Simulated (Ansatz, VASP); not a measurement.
**KCl in VASP and in Ansatz**

Contents of INCAR:

```
PREC = Accurate ; ENCUT = 520
EDIFF = 1E-7 ; ISMEAR = 0
SIGMA = 0.1 ; LREAL = F
LASPH = T ; NELM = 100
ALGO = Normal ; ISIF = 2
LWAVE = F ; LCHARG = T
GGA = PS ; LELF = T
LVHAR = T ; NBANDS = 15
```

KPOINTS

```
Automatic mesh
0
Gamma
  6 6 6
```

The input POSCAR:

```
KCl
1.0
    3.6516404959      0.0000000000      0.0000000000
    0.0000000000      3.6516404959      0.0000000000
    0.0000000000      0.0000000000      3.6516404959
K Cl
1 1
Direct
    0.0000000000      0.0000000000      0.0000000000
    0.5000000000      0.5000000000      0.5000000000
```

Input for Ansatz:

```yaml
crystal:
  lattice:
    - [3.6516404959, 0.0, 0.0]
    - [0.0, 3.6516404959, 0.0]
    - [0.0, 0.0, 3.6516404959]
  atoms:
    - { symbol: K, position: [0.0, 0.0, 0.0] }
    - { symbol: Cl, position: [0.5, 0.5, 0.5] }
basis:
  ecutwfc: 420
kpoints:
  mp_grid: { grid: [6, 6, 6] }
hamiltonian:
  xc: pbesol
scf:
  occupations: { method: gaussian, width: 0.1 }
output:
  forces: true
  stress: true
  eigenvalues: true
```

Alike in both runs: task single point; functional PBEsol; k mesh 6 × 6 × 6; occupations gaussian, width 0.1 eV; no spin polarisation.

|  | VASP | Ansatz |
| --- | --- | --- |
| version | VASP 6.6.1 | Ansatz 0.2.0 |
| potentials or method | VASP PAW PBE potentials, release 64 (K_sv, Cl) | scalar-relativistic, plane waves, PAW |
| plane-wave cutoff (eV) | 520 | 420 |
| valence electrons in the cell | 16 | 16 |

|  | VASP | Ansatz | Ansatz less VASP |
| --- | --- | --- | --- |
| gap on the k mesh at the Fermi level (eV) | 5.29 | 5.29 | +0.005 |
| least direct gap on the mesh (eV) | 5.52 | 5.53 | +0.004 |
| pressure (GPa) | 1.9 | 1.8 | -0.08 |

Caveats: the PAW data sets were made with another functional, which shifts forces and pressure a little (VASP). A k mesh can miss the band edges.
